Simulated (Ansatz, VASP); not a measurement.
# Ga3Se in VASP and in Ansatz

Contents of INCAR:

```
SYSTEM = Ga3Se
ALGO = Normal
EDIFF = 1E-6
ENCUT = 520
GGA = PE
ISIF = 2
ISMEAR = -1
LASPH = .True.
LCHARG = .False.
LREAL = .False.
LWAVE = .False.
NBANDS = 30
NELM = 100
PREC = Accurate
SIGMA = 0.1
```

File KPOINTS:

```
k-points
0
Gamma
  5 5 5
  0 0 0
```

File POSCAR:

```
Ga3Se
1.0
    4.4324650000      0.0000000000      0.0000000000
    0.0000000000      4.4324650000      0.0000000000
    0.0000000000      0.0000000000      4.4324650000
Ga Se
3 1
Direct
    0.0000000000      0.5000000000      0.5000000000
    0.5000000000      0.0000000000      0.5000000000
    0.5000000000      0.5000000000      0.0000000000
    0.0000000000      0.0000000000      0.0000000000
```

Input for Ansatz:

```yaml
crystal:
  lattice:
    a: 4.432465
    b: 4.432465
    c: 4.432465
    alpha: 90.0
    beta: 90.0
    gamma: 90.0
  atoms:
    - { symbol: Ga, position: [0.0, 0.5, 0.5] }
    - { symbol: Ga, position: [0.5, 0.0, 0.5] }
    - { symbol: Ga, position: [0.5, 0.5, 0.0] }
    - { symbol: Se, position: [0.0, 0.0, 0.0] }
basis:
  ecutwfc: 450.0
kpoints:
  mp_grid:
    grid: [5, 5, 5]
hamiltonian:
  xc: pbe
scf:
  occupations:
    method: fermi_dirac
output:
  stress: true
```

The cell comes from a database or a generator and needn't be the stable form of this composition.

Alike in both runs: task single point; functional PBE; k mesh 5 × 5 × 5; no spin polarisation.

|  | VASP | Ansatz |
| --- | --- | --- |
| version | VASP 6.6.1 | Ansatz 0.2.0 |
| potentials or method | VASP PAW PBE potentials, release 64 (Ga_d, Se) | plane waves, PAW |
| plane-wave cutoff (eV) | 520 | 450 |
| occupations | fermi-dirac, width 0.1 eV | fermi-dirac |
| valence electrons in the cell | 45 | 55 |

|  | VASP | Ansatz | Ansatz less VASP |
| --- | --- | --- | --- |
| pressure (GPa) | -0.2 | -0.1 | +0.06 |

The two sets of potentials don't hold the same shells in valence.
